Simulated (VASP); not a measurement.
Write the native input for VASP 6.6.1 that does the following.

```yaml
Task: single point
Functional: PBEsol
Potentials_or_basis: VASP PAW PBE potentials, release 64 (Fe)
Cutoff: 520 eV
k_mesh: 20 × 20 × 20
Occupations: gaussian, width 0.1 eV
Spin: collinear spin, ferromagnetic start
Starting_moments: "[3.0] μB"
Further_INCAR_settings: ALGO = Normal; EDIFF = 1e-07; NBANDS = 14
```

The structure of Fe lies in POSCAR:

```
Fe
1.0
   -1.4295500000      1.4295500000      1.4295500000
    1.4295500000     -1.4295500000      1.4295500000
    1.4295500000      1.4295500000     -1.4295500000
Fe
1
Direct
    0.0000000000      0.0000000000      0.0000000000
```

One way to write it, as run:

INCAR

```
SYSTEM = Fe
  ALGO = Normal
  EDIFF = 1E-7
  ENCUT = 520
  GGA = PS
  ISIF = 2
  ISMEAR = 0
  ISPIN = 2
  LASPH = .True.
  LCHARG = .False.
  LMAXMIX = 4
  LORBIT = 11
  LREAL = .False.
  LWAVE = .False.
  MAGMOM = 3
  NBANDS = 14
  NELM = 100
  PREC = Accurate
  SIGMA = 0.1
```

KPOINTS

```
k-points
0
Gamma
  20 20 20
  0 0 0
```

Potentials or basis: VASP PAW PBE potentials, release 64 (Fe).

Run with:

```console
$ cat potpaw_PBE.64/Fe/POTCAR > POTCAR
$ mpirun -np 1 vasp_std > vasp.out
```

It gave:

```json
{
 "Pressure": "-13.8 GPa",
 "Band gap on the k mesh": "none (metal or under the smearing width)",
 "Net moment": "2.25 μB per cell",
 "Site moments": "Fe +2.24 μB",
 "Valence electrons inside the program's atomic spheres": "Fe 7.21"
}
```

Caveat: the PAW data sets were made with another functional, which shifts forces and pressure a little.

Wall time 50 s on 1 thread of Intel(R) Xeon(R) Platinum 8488C (Sapphire Rapids), on a shared host, peak memory 0.18 GiB.
